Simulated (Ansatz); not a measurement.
Runs of Ansatz 0.2.0 on W. It takes space group Im-3m (No. 229, cubic). Conventional cell: a = 3.165 Å, b = 3.165 Å, c = 3.165 Å, α = 90.00°, β = 90.00°, γ = 90.00°. Around W (site symmetry m-3m) lie 8 W at 2.74 Å. 

```tsv
level	gap on the mesh (eV)	pressure (GPa)	relaxed volume (Å³/atom)
PBEsol+D3(BJ)	none	0.0	15.32
PBEsol+D3(BJ)-ATM	none	0.0	15.40
PBEsol+D4	none	0.0	(a)
PBEsol	none	0.0	15.69
```

Alike in all rows: task relaxation of cell and atoms; potentials or basis Ansatz PAW; no spin polarisation; cell relaxed; k mesh 12 × 12 × 12; cutoff (eV) 420; smearing fermi-dirac 0.05 eV.

Question: Estimate the missing entries.

Answer: (a) 15.50.

Caveats: the plane-wave basis is chosen anew once the cell has moved, so the energies of steps on either side of that aren't comparable; the PAW data sets come from PBE, with cores solved anew for the run's functional, which leaves a small shift of forces and pressure; pairwise dispersion overbinds metals, which lowers pressure and volume (some runs).

A k mesh can miss the band edges, and the runs leave out spin-orbit coupling on W.

A gap of «none» marks a metal or a gap under the smearing width.
